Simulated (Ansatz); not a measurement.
## C: a vibration from a frozen displacement

All numbers below come from DFT PBE+D3(BJ), scalar-relativistic, plane waves, PAW (Ansatz 0.2.0). The runs took a 420 eV cutoff, a Γ-centred 24×24×2 mesh and Gaussian smearing (0.15 eV). No spin polarisation. Energies are free energies at this smearing, counted from the undisturbed cell; pressure is positive in compression.

Zero of the scan (relaxed at this level; this form isn't the usual structure):

```
CELL_PARAMETERS angstrom
2.46527 0.00000 0.00000
-1.23263 2.13498 0.00000
0.00000 0.00000 23.92229
ATOMIC_POSITIONS crystal
C 0.00000 0.00000 0.57116
C 0.00000 0.00000 0.42884
C 0.33333 0.66667 0.42882
C 0.66667 0.33333 0.57118
```

Atom 1 (C) is moved by x along the Cartesian unit vector (0.707, -0.707, 0.000); the cell and all other atoms stay fixed. The cell's volume is 125.91 Å³; the moved atoms weigh 12.011 u together and the others 36.033 u.

| x (Å) | ΔE (meV/cell) | total force on the moved atoms along the move (eV/Å) | pressure (GPa) |
| --- | --- | --- | --- |
| -0.1000 | 284.97 | 5.8580 | 0.6982 |
| -0.0500 | 69.23 | 2.8117 | 0.1703 |
| 0.0000 | 0.00 | 0.0000 | 0.0037 |
| 0.0250 | 16.56 | -1.3165 | 0.0429 |
| 0.0750 | 145.22 | -3.7909 | 0.3421 |

What frequency belongs to this motion?

The force constant is k = −dF/dx = 53.851 eV/Å², from the parabola through x = -0.0500, 0 and 0.0250. In every cell the moved atoms swing against the rest, so the mass is μ = m₁m₂/(m₁ + m₂) = 9.008 u, and ν̃ = 521.5 cm⁻¹ × √(|k|/μ) = 1275 cm⁻¹. The pattern needn't be a normal mode: ν̃² is then a weighted mean of the squared nonzero frequencies at the zone centre of this cell, so it lies between the lowest and the highest of them.

How far does the harmonic law reach?

At x = -0.100 Å, kx²/2 = 269.26 meV against the computed 284.97 meV (+5.8 %): the well is still close to harmonic there.

In a metal these slopes depend on the k mesh and the smearing.

Cost: 5 runs of about 3.1 core-minutes in all, on Intel Xeon 6975P-C (Granite Rapids) (shared hosts).